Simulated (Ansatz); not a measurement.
## AlNi: how the energy converges with the cutoff

AlNi, Cmmm, a = 3.877 Å, b = 3.906 Å, c = 3.099 Å. The structure is a Materials Project entry; whether it is the stable form wasn't checked. Ansatz: r2SCAN, PAW, cutoff varied, Γ-centred 16×16×14 mesh on 2 atoms, Gaussian smearing 0.10 eV; no spin polarisation. Single points at one geometry, the cutoff alone changed; ΔE is the energy at zero smearing over the run at 850 eV. The runs up to 460 eV lie under the cutoff recommended for these PAW datasets.

```
cutoff (eV)  ΔE (meV/atom)
        150       45768.85
        200        7667.60
        250        1242.35
        300         154.18
        350          14.63
        380           6.30
        460           2.60
        500           1.48
        520           1.14
        600           0.62
        700              ?
```

Assume ΔE falls exponentially with the cutoff, fit y = ln ΔE against x, the cutoff in eV, to the other rows, and predict the missing value.

y = 10.731, 8.945, 7.125, 5.038, 2.683, 1.841, 0.956, 0.392, 0.131, -0.478. Means x = 371.0, y = 3.7364; Σ(Δx)² = 197490, ΣΔxΔy = -5115; the slope is their ratio. y = 13.35 − 0.02590 x, a factor of ten per 89 eV. At 700 eV this gives ΔE = 0.01 meV/atom. The run gave 0.42, a ratio of 0.02. Between neighbouring rows the decay runs from a factor of ten per 49 eV to one per 591 eV, so one exponential is only a rough guide. The fast fall gives way to a slow tail, so a fit to low cutoffs promises convergence too early.

Cost: 12 runs of about 5.9 core-minutes in all, on Arm Neoverse V1 (shared hosts).